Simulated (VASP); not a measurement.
A run of VASP 6.6.1:

The input INCAR:

```
SYSTEM = HfO2
PREC     = Accurate       ! precision mode
ENCUT    = 600            ! plane-wave cutoff, eV
EDIFF    = 1E-7           ! SCF threshold, eV
ISMEAR   = -1             ! smearing method
SIGMA    = 0.05           ! smearing width, eV
LREAL    = .False.        ! projectors in reciprocal space
LASPH    = .True.         ! aspherical terms in the spheres
NELM     = 100            ! most SCF steps
ALGO     = Normal         ! electronic algorithm
ISIF     = 3              ! what is computed and relaxed
LWAVE    = .False.        ! write WAVECAR
LCHARG   = .False.        ! write CHGCAR
GGA      = PS             ! functional
IBRION   = 2              ! ionic algorithm
NSW      = 40             ! ionic steps
EDIFFG   = -0.01          ! ionic threshold
```

Contents of KPOINTS:

```
regular mesh
0
Gamma
  6 6 6
  0 0 0
```

POSCAR

```
HfO2
1.0
    5.1180000000      0.0000000000      0.0000000000
    0.0000000000      5.1857000000      0.0000000000
   -0.8586630598      0.0000000000      5.2138671406
Hf O
4 8
Direct
    0.2755000000      0.0397000000      0.2080000000
    0.7245000000      0.5397000000      0.2920000000
    0.7245000000      0.9603000000      0.7920000000
    0.2755000000      0.4603000000      0.7080000000
    0.4487000000      0.7581000000      0.4801000000
    0.5513000000      0.2581000000      0.0199000000
    0.5513000000      0.2419000000      0.5199000000
    0.4487000000      0.7419000000      0.9801000000
    0.0742000000      0.3316000000      0.3467000000
    0.9258000000      0.8316000000      0.1533000000
    0.9258000000      0.6684000000      0.6533000000
    0.0742000000      0.1684000000      0.8467000000
```

Potentials or basis: VASP PAW PBE potentials, release 64 (Hf_pv, O).

Launch:

```sh
$ cat potpaw_PBE.64/Hf_pv/POTCAR potpaw_PBE.64/O/POTCAR > POTCAR
$ mpirun -np 1 vasp_std > vasp.out
```

Hardware: 1 thread of Intel(R) Xeon(R) Platinum 8488C (Sapphire Rapids), with other jobs on the host.

Task: How long does it take, and how much memory?

Result: It took 2.1 h on 1 thread of Intel(R) Xeon(R) Platinum 8488C (Sapphire Rapids) (shared host), peak memory 0.64 GiB. Counts: scf iterations 205, k points 80, ion steps 26.
